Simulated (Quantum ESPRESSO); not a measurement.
# NbP (I4_1md) in Quantum ESPRESSO: band structure with PBEsol

Aim: the band structure of NbP with PBEsol.

Program: Quantum ESPRESSO 7.5. These are calculated values, not measurements. Logs are shortened: lines on timing, memory, paths and dates and some standing lists are left out, and cuts for length are marked.

**1. Starting point**

The structure is tetragonal, space group I4_1md (No. 109). Conventional cell: a = 3.350 Å, b = 3.350 Å, c = 11.480 Å, α = 90.00°, β = 90.00°, γ = 90.00°. Nb (site symmetry 2mm) is surrounded by 6 P at 2.55 Å. P (site symmetry 2mm) has 6 Nb at 2.55 Å as nearest neighbours.

The cell is a database's computed one.

**2. Band structure, PBEsol**

The input, pw.in:

```
&CONTROL
  calculation = 'scf'
  prefix = 'pwscf'
  outdir = './tmp'
  pseudo_dir = './pseudo'
  tprnfor = .true.
  tstress = .true.
  disk_io = 'low'
/
&SYSTEM
  ibrav = 0
  celldm(1) = 8
  nat = 4
  ntyp = 2
  ecutwfc = 45
  ecutrho = 360
  nbnd = 26
  occupations = 'smearing'
  smearing = 'fd'
  degauss = 0.00367493
/
&ELECTRONS
  conv_thr = 8d-10
  electron_maxstep = 120
  mixing_beta = 0.5
/
ATOMIC_SPECIES
Nb    92.9064 nb_pbesol_v1.uspp.F.UPF
P     30.9738 p_pbesol_v1.5.uspp.F.UPF
CELL_PARAMETERS alat
 -0.3956432788229   0.3956432788229   1.3559040472720
  0.3956432788229  -0.3956432788229   1.3559040472720
  0.3956432788229   0.3956432788229  -1.3559040472720
ATOMIC_POSITIONS crystal
Nb     0.2498808000    0.7498808000    0.5000000000
Nb     0.4998808000    0.4998808000    0.0000000000
P      0.8327477700    0.3327477700    0.5000000000
P      0.0827477700    0.0827477700    0.0000000000
K_POINTS automatic
11 11 11 0 0 0
```

The input, bands.in:

```
&CONTROL
  calculation = 'bands'
  prefix = 'pwscf'
  outdir = './tmp'
  pseudo_dir = './pseudo'
  disk_io = 'low'
  verbosity = 'high'
/
&SYSTEM
  ibrav = 0
  celldm(1) = 8
  nat = 4
  ntyp = 2
  ecutwfc = 45
  ecutrho = 360
  nbnd = 26
  occupations = 'smearing'
  smearing = 'fd'
  degauss = 0.00367493
/
&ELECTRONS
  conv_thr = 1d-08
  electron_maxstep = 120
  mixing_beta = 0.5
  diago_full_acc = .true.
  startingwfc = 'random'
/
ATOMIC_SPECIES
Nb    92.9064 nb_pbesol_v1.uspp.F.UPF
P     30.9738 p_pbesol_v1.5.uspp.F.UPF
CELL_PARAMETERS alat
 -0.3956432788229   0.3956432788229   1.3559040472720
  0.3956432788229  -0.3956432788229   1.3559040472720
  0.3956432788229   0.3956432788229  -1.3559040472720
ATOMIC_POSITIONS crystal
Nb     0.2498808000    0.7498808000    0.5000000000
Nb     0.4998808000    0.4998808000    0.0000000000
P      0.8327477700    0.3327477700    0.5000000000
P      0.0827477700    0.0827477700    0.0000000000
K_POINTS crystal
60
 0.0000000000  0.0000000000  0.0000000000 1
-0.0555555556  0.0555555556  0.0000000000 1
-0.1111111111  0.1111111111  0.0000000000 1
-0.1666666667  0.1666666667  0.0000000000 1
-0.2222222222  0.2222222222  0.0000000000 1
-0.2777777778  0.2777777778  0.0000000000 1
-0.3333333333  0.3333333333  0.0000000000 1
-0.3888888889  0.3888888889  0.0000000000 1
-0.4444444444  0.4444444444  0.0000000000 1
-0.5000000000  0.5000000000  0.0000000000 1
-0.5000000000  0.5000000000 -0.0425715708 1
-0.4618809642  0.4618809642 -0.0806906066 1
-0.4237619285  0.4237619285 -0.1188096423 1
-0.3856428927  0.3856428927 -0.1569286781 1
-0.3475238569  0.3475238569 -0.1950477139 1
-0.3094048212  0.3094048212 -0.2331667496 1
-0.2712857854  0.2712857854 -0.2712857854 1
-0.2325306732  0.2325306732 -0.2325306732 1
-0.1937755610  0.1937755610 -0.1937755610 1
-0.1550204488  0.1550204488 -0.1550204488 1
-0.1162653366  0.1162653366 -0.1162653366 1
-0.0775102244  0.0775102244 -0.0775102244 1
-0.0387551122  0.0387551122 -0.0387551122 1
 0.0000000000  0.0000000000  0.0000000000 1
 0.1250000000  0.1250000000 -0.1250000000 1
 0.2500000000  0.2500000000 -0.2500000000 1
 0.3750000000  0.3750000000 -0.3750000000 1
 0.5000000000  0.5000000000 -0.5000000000 1
 0.4618809642  0.5381190358 -0.5381190358 1
 0.4237619285  0.5762380715 -0.5762380715 1
 0.3856428927  0.6143571073 -0.6143571073 1
 0.3475238569  0.6524761431 -0.6524761431 1
 0.3094048212  0.6905951788 -0.6905951788 1
 0.2712857854  0.7287142146 -0.7287142146 1
 0.1356428927  0.6143571073 -0.6143571073 1
 0.0000000000  0.5000000000 -0.5000000000 1
-0.0312500000  0.5312500000 -0.4687500000 1
-0.0625000000  0.5625000000 -0.4375000000 1
-0.0937500000  0.5937500000 -0.4062500000 1
-0.1250000000  0.6250000000 -0.3750000000 1
-0.1562500000  0.6562500000 -0.3437500000 1
-0.1875000000  0.6875000000 -0.3125000000 1
-0.2187500000  0.7187500000 -0.2812500000 1
-0.2500000000  0.7500000000 -0.2500000000 1
-0.1037142146  0.8537142146 -0.3750000000 1
 0.0425715708  0.9574284292 -0.5000000000 1
 0.0841559734  0.9158440266 -0.5000000000 1
 0.1257403761  0.8742596239 -0.5000000000 1
 0.1673247788  0.8326752212 -0.5000000000 1
 0.2089091814  0.7910908186 -0.5000000000 1
 0.2504935841  0.7495064159 -0.5000000000 1
 0.2920779867  0.7079220133 -0.5000000000 1
 0.3336623894  0.6663376106 -0.5000000000 1
 0.3752467920  0.6247532080 -0.5000000000 1
 0.4168311947  0.5831688053 -0.5000000000 1
 0.4584155973  0.5415844027 -0.5000000000 1
 0.5000000000  0.5000000000 -0.5000000000 1
-0.5000000000  0.5000000000  0.0000000000 1
-0.3750000000  0.6250000000 -0.1250000000 1
-0.2500000000  0.7500000000 -0.2500000000 1
```

Potentials or basis: GBRV 1.5 PBEsol.

Started as:

```
$ OMP_NUM_THREADS=1 mpirun -n 2 pw.x -nk 2 -in pw.in > pw.out
$ OMP_NUM_THREADS=1 mpirun -n 2 pw.x -nk 2 -in bands.in > bands.out
```

pw.out:

```text
This program is part of the open-source Quantum ESPRESSO suite
     for quantum simulation of materials; please cite
[... 13 lines left out ...]
     --------------------
     sticks:   dense  smooth     PW     G-vecs:    dense   smooth      PW
     Sum        2783    1389    457                50121    17787    3339

     Using Slab Decomposition

     bravais-lattice index     =            0
     lattice parameter (alat)  =       8.0000  a.u.
     unit-cell volume          =     434.6768 (a.u.)^3
     number of atoms/cell      =            4
     number of atomic types    =            2
     number of electrons       =        36.00
     number of Kohn-Sham states=           26
     kinetic-energy cutoff     =      45.0000  Ry
     charge density cutoff     =     360.0000  Ry
     scf convergence threshold =      8.0E-10
     mixing beta               =       0.5000
     number of iterations used =            8  plain     mixing
     Exchange-correlation= SLA  PW   PSX  PSC
                           (   1   4  10   8   0   0   0)

     celldm(1)=   8.000000  celldm(2)=   0.000000  celldm(3)=   0.000000
     celldm(4)=   0.000000  celldm(5)=   0.000000  celldm(6)=   0.000000

     crystal axes: (cart. coord. in units of alat)
               a(1) = (  -0.395643   0.395643   1.355904 )
               a(2) = (   0.395643  -0.395643   1.355904 )
               a(3) = (   0.395643   0.395643  -1.355904 )

     reciprocal axes: (cart. coord. in units 2 pi/alat)
               b(1) = (  0.000000  1.263765  0.368758 )
               b(2) = (  1.263765  0.000000  0.368758 )
               b(3) = (  1.263765  1.263765  0.000000 )

     PseudoPot. # 1 for Nb read from file:
     nb_pbesol_v1.uspp.F.UPF
     Pseudo is Ultrasoft + core correction, Zval = 13.0
     Generated by new atomic code, or converted to UPF format
     Using radial grid of  887 points,  6 beta functions with:
                l(1) =   0
                l(2) =   0
                l(3) =   1
                l(4) =   1
                l(5) =   2
                l(6) =   2
     Q(r) pseudized with  6 coefficients,  rinner =    1.000   1.000   1.000
                                                       1.000   1.000

     PseudoPot. # 2 for P  read from file:
     p_pbesol_v1.5.uspp.F.UPF
     Pseudo is Ultrasoft + core correction, Zval =  5.0
     Generated by new atomic code, or converted to UPF format
     Using radial grid of  903 points,  6 beta functions with:
                l(1) =   0
                l(2) =   0
                l(3) =   1
                l(4) =   1
                l(5) =   2
                l(6) =   2
     Q(r) pseudized with  8 coefficients,  rinner =    1.300   1.300   1.300
                                                       1.300   1.300

     atomic species   valence    mass     pseudopotential
     Nb               13.00    92.90640     Nb( 1.00)
     P                 5.00    30.97380     P ( 1.00)

      8 Sym. Ops. (no inversion) found ( 4 have fractional translation)

   Cartesian axes

     site n.     atom                  positions (alat units)
         1        Nb     tau(   1) = (   0.3956433  -0.0000000   0.6776288  )
         2        Nb     tau(   2) = (   0.0000000  -0.0000000   1.3555808  )
         3        P      tau(   3) = (   0.0000000   0.3956433   0.9023481  )
         4        P      tau(   4) = (   0.0000000  -0.0000000   0.2243961  )

     number of k points=   126  Fermi-Dirac smearing, width (Ry)=  0.0037

     Number of k-points >= 100: set verbosity='high' to print them.

     Dense  grid:    50121 G-vectors     FFT dimensions: (  72,  72,  72)

     Smooth grid:    17787 G-vectors     FFT dimensions: (  60,  60,  54)

     Initial potential from superposition of free atoms

     starting charge      35.9947, renormalised to      36.0000
     Starting wfcs are   34 randomized atomic wfcs

     Self-consistent Calculation

     iteration #  1     ecut=    45.00 Ry     beta= 0.50
     Davidson diagonalization with overlap
     ethr =  1.00E-02,  avg # of iterations =  3.0

     total energy              =    -266.94613426 Ry
     estimated scf accuracy    <       0.55186759 Ry

     iteration #  2     ecut=    45.00 Ry     beta= 0.50
     Davidson diagonalization with overlap
     ethr =  1.53E-03,  avg # of iterations =  2.0

     total energy              =    -267.09900183 Ry
     estimated scf accuracy    <       0.17855541 Ry

     iteration #  3     ecut=    45.00 Ry     beta= 0.50
     Davidson diagonalization with overlap
     ethr =  4.96E-04,  avg # of iterations =  1.7

     total energy              =    -267.13232636 Ry
     estimated scf accuracy    <       0.00510736 Ry

     iteration #  4     ecut=    45.00 Ry     beta= 0.50
     Davidson diagonalization with overlap
     ethr =  1.42E-05,  avg # of iterations =  4.8

     total energy              =    -267.13313721 Ry
     estimated scf accuracy    <       0.00015313 Ry

     iteration #  5     ecut=    45.00 Ry     beta= 0.50
     Davidson diagonalization with overlap
     ethr =  4.25E-07,  avg # of iterations =  5.5

     total energy              =    -267.13322456 Ry
     estimated scf accuracy    <       0.00001535 Ry

     iteration #  6     ecut=    45.00 Ry     beta= 0.50
     Davidson diagonalization with overlap
     ethr =  4.26E-08,  avg # of iterations =  3.6

     total energy              =    -267.13322813 Ry
     estimated scf accuracy    <       0.00000059 Ry

     iteration #  7     ecut=    45.00 Ry     beta= 0.50
     Davidson diagonalization with overlap
     ethr =  1.63E-09,  avg # of iterations =  2.6

     total energy              =    -267.13322839 Ry
     estimated scf accuracy    <       0.00000010 Ry

     iteration #  8     ecut=    45.00 Ry     beta= 0.50
     Davidson diagonalization with overlap
     ethr =  2.67E-10,  avg # of iterations =  2.4

     total energy              =    -267.13322842 Ry
     estimated scf accuracy    <       0.00000002 Ry

     iteration #  9     ecut=    45.00 Ry     beta= 0.50
     Davidson diagonalization with overlap
     ethr =  6.52E-11,  avg # of iterations =  2.0

     End of self-consistent calculation

     Number of k-points >= 100: set verbosity='high' to print the bands.

     the Fermi energy is    14.8167 ev

!    total energy              =    -267.13322842 Ry
     estimated scf accuracy    <          6.2E-11 Ry
     smearing contrib. (-TS)   =      -0.00041017 Ry
     internal energy E=F+TS    =    -267.13281825 Ry

     The total energy is F=E-TS. E is the sum of the following terms:
     one-electron contribution =     -42.48634942 Ry
     hartree contribution      =      39.28807030 Ry
     xc contribution           =     -48.59427166 Ry
     ewald contribution        =    -215.34026748 Ry

     convergence has been achieved in   9 iterations

     Forces acting on atoms (cartesian axes, Ry/au):

     atom    1 type  1   force =    -0.00000000   -0.00000000    0.00066047
     atom    2 type  1   force =    -0.00000000   -0.00000000    0.00066047
     atom    3 type  2   force =     0.00000000   -0.00000000   -0.00066047
     atom    4 type  2   force =    -0.00000000    0.00000000   -0.00066047

     Total force =     0.001321     Total SCF correction =     0.000001

     Computing stress (Cartesian axis) and pressure

          total   stress  (Ry/bohr**3)                   (kbar)     P=      -67.24
  -0.00045253   0.00000000  -0.00000000          -66.57        0.00       -0.00
  -0.00000000  -0.00045253  -0.00000000           -0.00      -66.57       -0.00
  -0.00000000   0.00000000  -0.00046619           -0.00        0.00      -68.58

=------------------------------------------------------------------------------=
   JOB DONE.
=------------------------------------------------------------------------------=
```

It took 6 min on 2 MPI ranks of Arm Neoverse V2, shared host; peak memory 0.44 GiB.

Results:

```yaml
Free_energy: -3634.5327 eV
Pressure: -6.7 GPa
Largest_force: 0.017 eV/Å
Band_gap_on_the_k_mesh: none (metal or under the smearing width)
```

Forces on the atoms (eV/Å):
```
Nb   0.000  0.000  0.017
Nb   0.000  0.000  0.017
P    0.000  0.000 -0.017
P    0.000  0.000 -0.017
```

Stress tensor (GPa, compression positive):
```
-6.66  0.00  0.00
 0.00 -6.66  0.00
 0.00  0.00 -6.86
```

Levels at the corners of the path, in eV from the Fermi level:
```
point  band 14  band 15  band 16  band 17  band 18  band 19  band 20  band 21  band 22  band 23
    Γ    -2.22    -2.14    -1.72    -1.34    -1.34     0.83     1.60     2.64     3.15     3.15
    X    -4.62    -2.83    -2.83    -0.44    -0.44     2.96     2.96     3.06     3.06     4.01
    Y    -4.56    -2.81    -2.81    -0.48    -0.48     2.75     2.75     3.13     3.13     3.99
    S    -3.16    -2.27    -2.19    -1.47    -0.15     0.13     1.63     2.38     2.67     3.16
    Γ    -2.22    -2.14    -1.72    -1.34    -1.34     0.83     1.60     2.64     3.15     3.15
    Z    -2.69    -2.68    -2.68    -0.50    -0.50     1.19     1.19     2.30     2.30     3.56
   S1    -3.16    -2.27    -2.19    -1.47    -0.15     0.13     1.63     2.38     2.67     3.16
    N    -3.19    -2.29    -1.87    -1.52    -0.12     0.07     1.31     2.43     2.63     3.27
    P    -4.53    -2.88    -2.88    -0.42    -0.42     2.97     2.97     3.04     3.04     4.02
   Y1    -4.56    -2.81    -2.81    -0.48    -0.48     2.75     2.75     3.13     3.13     3.99
    Z    -2.69    -2.68    -2.68    -0.50    -0.50     1.19     1.19     2.30     2.30     3.56
    X    -4.62    -2.83    -2.83    -0.44    -0.44     2.96     2.96     3.06     3.06     4.01
    P    -4.53    -2.88    -2.88    -0.42    -0.42     2.97     2.97     3.04     3.04     4.02
```

Caveat: some levels on the path didn't converge.

**3. For comparison**

An earlier run on the cell as given: functional PBEsol; potentials or basis GBRV 1.5 PBEsol; cutoff 612 eV; density cutoff 4898 eV; k mesh 11 × 11 × 11; occupations fermi-dirac, width 0.05 eV; no spin polarisation.

- Pressure: -6.7 GPa
- Largest force: 0.017 eV/Å
- Band gap on the k mesh: none (metal or under the smearing width)
